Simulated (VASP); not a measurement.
Write the native input for VASP 6.6.1 that does the following.

| Property | Result |
| --- | --- |
| Task | band structure |
| Functional | HSEsol |
| Potentials or basis | VASP PAW PBE potentials, release 64 (Hg, Se) |
| Cutoff | 520 eV |
| k mesh | 4 × 4 × 4 |
| Occupations | fermi-dirac, width 0.05 eV |
| Spin | no spin polarisation |
| Grid for exact exchange (PRECFOCK) | Fast |
| Further INCAR settings | ALGO = Normal; EDIFF = 1e-06; NBANDS = 16 |

The system is HgSe.

```
Hg Se
1.0
     0.00000    3.03900    3.03900
     3.03900    0.00000    3.03900
     3.03900    3.03900    0.00000
Hg Se
1 1
Direct
  0.00000 0.00000 0.00000
  0.75000 0.75000 0.75000
```

The input as run:

POSCAR

```
HgSe
1.0
    0.0000000000      3.0390000000      3.0390000000
    3.0390000000      0.0000000000      3.0390000000
    3.0390000000      3.0390000000      0.0000000000
Hg Se
1 1
Direct
    0.0000000000      0.0000000000      0.0000000000
    0.7500000000      0.7500000000      0.7500000000
```

INCAR.step1

```
SYSTEM = HgSe
PREC = Accurate ; ENCUT = 520
EDIFF = 1E-5 ; ISMEAR = -1
SIGMA = 0.05 ; LREAL = .FALSE.
LASPH = .TRUE. ; NELM = 80
ALGO = Normal ; ISIF = 2
LWAVE = .TRUE. ; LCHARG = .FALSE.
NBANDS = 16 ; GGA = PE
```

INCAR.step2

```
SYSTEM = HgSe
PREC = Accurate ; ENCUT = 520
EDIFF = 1E-6 ; ISMEAR = -1
SIGMA = 0.05 ; LREAL = .FALSE.
LASPH = .TRUE. ; NELM = 80
ALGO = Normal ; ISIF = 2
LWAVE = .FALSE. ; LCHARG = .FALSE.
GGA = PS ; LHFCALC = .TRUE.
HFSCREEN = 0.2 ; PRECFOCK = Fast
NBANDS = 16 ; ISTART = 1
```

KPOINTS

```
Automatic mesh
0
G
  4 4 4
  0 0 0
```

KPOINTS_OPT

```
path GXWKGLUWLK,UX
8
line-mode
reciprocal
 0.0000000000  0.0000000000  0.0000000000  G
 0.5000000000  0.0000000000  0.5000000000  X

 0.5000000000  0.0000000000  0.5000000000  X
 0.5000000000  0.2500000000  0.7500000000  W

 0.5000000000  0.2500000000  0.7500000000  W
 0.3750000000  0.3750000000  0.7500000000  K

 0.3750000000  0.3750000000  0.7500000000  K
 0.0000000000  0.0000000000  0.0000000000  G

 0.0000000000  0.0000000000  0.0000000000  G
 0.5000000000  0.5000000000  0.5000000000  L

 0.5000000000  0.5000000000  0.5000000000  L
 0.6250000000  0.2500000000  0.6250000000  U

 0.6250000000  0.2500000000  0.6250000000  U
 0.5000000000  0.2500000000  0.7500000000  W

 0.5000000000  0.2500000000  0.7500000000  W
 0.5000000000  0.5000000000  0.5000000000  L

 0.5000000000  0.5000000000  0.5000000000  L
 0.3750000000  0.3750000000  0.7500000000  K

 0.6250000000  0.2500000000  0.6250000000  U
 0.5000000000  0.0000000000  0.5000000000  X
```

Potentials or basis: VASP PAW PBE potentials, release 64 (Hg, Se).

The run is started by

```console
$ cat potpaw_PBE.64/Hg/POTCAR potpaw_PBE.64/Se/POTCAR > POTCAR
$ cp INCAR.step1 INCAR
$ mpirun -np 1 vasp_std > vasp.out
$ cp INCAR.step2 INCAR
$ mpirun -np 1 vasp_std > vasp.out
```

It gave:

```yaml
Pressure: 1.2 GPa
Band_gap_along_the_path: none (metal or under the smearing width)
```

Caveat: the k mesh is coarse (spacing up to 0.45 Å⁻¹), so the values aren't converged, least of all with exact exchange; the PAW data sets were made with another functional, which shifts forces and pressure a little; spin-orbit coupling is left out, which moves the levels of the heavy elements.

Run time: 12 min on 1 thread of Intel(R) Xeon(R) 6975P-C (Granite Rapids), with other jobs on the host, peak memory 0.3 GiB.
